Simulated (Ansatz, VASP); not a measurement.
**Si: VASP beside Ansatz**

```
Si
1.0
     0.00000    2.73306    2.71406
     2.73306    0.00000    2.71406
     2.73306    2.73306    0.00000
Si
2
Direct
  0.00000 0.00000 0.00000
  0.25000 0.25000 0.25000
```

Alike in both runs: task single point; functional r2SCAN; k mesh 8 × 8 × 8; no spin polarisation.

```csv
,VASP,Ansatz
version,VASP 6.6.1,Ansatz 0.2.0
potentials or method,"VASP PAW PBE potentials, release 64 (Si)","scalar-relativistic, plane waves, PAW"
plane-wave cutoff (eV),520,500
occupations,"gaussian, width 0.01 eV",fixed
valence electrons in the cell,8,8
```

VASP gave:

| Item | Value |
| --- | --- |
| gap on the k mesh at the Fermi level (eV) | 0.75 |
| least direct gap on the mesh (eV) | 2.70 |
| pressure (GPa) | -0.7 |
| largest component of the traceless stress (GPa) | 0.49 |

Task: What did Ansatz give for the same quantities?

Result: gap on the k mesh at the Fermi level (eV): 0.74; least direct gap on the mesh (eV): 2.68; pressure (GPa): -0.5; largest component of the traceless stress (GPa): 0.49.

Caveats: the PAW data sets were made with another functional, which shifts forces and pressure a little (VASP). r2SCAN opens gaps a little over a GGA but as a rule still falls short of measured ones. A k mesh can miss the band edges.
